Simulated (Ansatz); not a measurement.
MgF$_{2}$:
```
MgF2
1.0
    4.62226     0.00000     0.00000
    0.00000     4.62226     0.00000
    0.00000     0.00000     3.04641
Mg F
2 4
Direct
  0.00000   0.00000   0.00000
  0.50000   0.50000   0.50000
  0.30298   0.30298   0.00000
  0.19702   0.80298   0.50000
  0.69702   0.69702   0.00000
  0.80298   0.19702   0.50000
```

Relaxed with r²SCAN. Independent-particle spectrum: no excitons, no local fields, no scissors shift; 0.1 eV broadening; ε₁ of the summed bands alone.

Problem. Tabulate the dielectric function from DFT-r²SCAN in the program Ansatz with PAW potentials.

Solution. 

```
E (eV)  ε₁ xx  ε₂ xx  ε₁ zz  ε₂ zz
------  -----  -----  -----  -----
0.0      1.74   0.00   1.79   0.00
0.4      1.74   0.00   1.79   0.00
0.8      1.74   0.00   1.79   0.00
1.2      1.74   0.00   1.79   0.00
1.6      1.75   0.00   1.79   0.00
2.0      1.75   0.00   1.80   0.00
2.4      1.76   0.00   1.81   0.00
2.8      1.76   0.00   1.81   0.00
3.2      1.77   0.00   1.82   0.00
3.6      1.78   0.00   1.83   0.00
4.0      1.79   0.00   1.84   0.00
4.4      1.81   0.00   1.86   0.00
4.8      1.82   0.00   1.88   0.00
5.2      1.84   0.00   1.90   0.00
5.6      1.86   0.00   1.92   0.00
6.0      1.89   0.00   1.94   0.00
6.4      1.92   0.00   1.97   0.00
6.8      1.96   0.00   2.01   0.00
7.2      2.00   0.00   2.05   0.00
7.6      2.06   0.00   2.10   0.00
8.0      2.15   0.00   2.17   0.00
8.4      2.38   0.07   2.28   0.00
8.8      2.36   0.33   2.54   0.10
9.2      2.29   0.45   2.52   0.38
9.6      2.24   0.52   2.46   0.50
10.0     2.19   0.57   2.40   0.59
10.4     2.16   0.62   2.35   0.66
10.8     2.12   0.66   2.31   0.72
11.2     2.10   0.69   2.28   0.77
11.6     2.08   0.72   2.26   0.82
12.0     2.06   0.76   2.24   0.87
```

Problem. From ε at 9.0 eV (xx: 2.32 + 0.40i), find n, k, the normal reflectivity and the absorption coefficient.

Solution. n = 1.53, k = 0.131, R = 5 %, α = 2kE/ħc = 120000 cm⁻¹.

With all bands, ε∞ without local fields is 1.94 (xx = yy), 1.98 (zz). DFPT, with local fields, gives 1.94 (xx = yy), 1.97 (zz).

Space group P4_2/mnm (rutile). The r²SCAN relaxation kept the symmetry of its start; of distortions, only those at the zone centre were tested.

Potentials: the later of the program's two PAW sets.
